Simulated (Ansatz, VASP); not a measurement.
Two plane-wave programs on BaO

INCAR

```
PREC = Accurate
ENCUT = 520
EDIFF = 1E-7
ISMEAR = -1
SIGMA = 0.05
LREAL = F
LASPH = T
NELM = 60
ALGO = Normal
ISIF = 2
LWAVE = F
LCHARG = F
GGA = PE
NBANDS = 15
```

KPOINTS

```
Automatic mesh
0
Gamma
  8 8 8
```

File POSCAR:

```
BaO
1.0
    0.0000000000      2.8039352617      2.8039352617
    2.8039352617      0.0000000000      2.8039352617
    2.8039352617      2.8039352617      0.0000000000
Ba O
1 1
Direct
    0.0000000000      0.0000000000      0.0000000000
    0.5000000000      0.5000000000      0.5000000000
```

The input input.yaml:

```yaml
crystal:
  lattice:
    - [0.0, 2.8039352617, 2.8039352617]
    - [2.8039352617, 0.0, 2.8039352617]
    - [2.8039352617, 2.8039352617, 0.0]
  atoms:
    - { symbol: Ba, position: [0.0, 0.0, 0.0] }
    - { symbol: O, position: [0.5, 0.5, 0.5] }
hamiltonian:
  xc: pbe
  pseudopotentials: { kind: paw }
kpoints:
  mp_grid: { grid: [8, 8, 8] }
scf:
  occupations: { method: fermi_dirac, width: 0.05 }
output:
  forces: true
  stress: true
  eigenvalues: true
```

Change from the starting cell: volume scaled by 1.06.

Alike in both runs: task single point; functional PBE; k mesh 8 × 8 × 8; occupations fermi-dirac, width 0.05 eV; no spin polarisation.

|  | VASP | Ansatz |
| --- | --- | --- |
| version | VASP 6.6.1 | Ansatz 0.2.0 |
| potentials or method | VASP PAW PBE potentials, release 64 (Ba_sv, O) | Ansatz PAW |
| plane-wave cutoff (eV) | 520 | 420 |
| valence electrons in the cell | 16 | 16 |

```csv
,VASP,Ansatz,Ansatz less VASP
gap on the k mesh at the Fermi level (eV),2.09,2.16,+0.062
least direct gap on the mesh (eV),2.09,2.16,+0.062
pressure (GPa),0.2,-1.2,-1.46
```

The functional is the same, so the differences come from potentials, cutoffs and numerics.

Caveats: spin-orbit coupling is left out, which moves the levels of the heavy elements. A k mesh can miss the band edges.
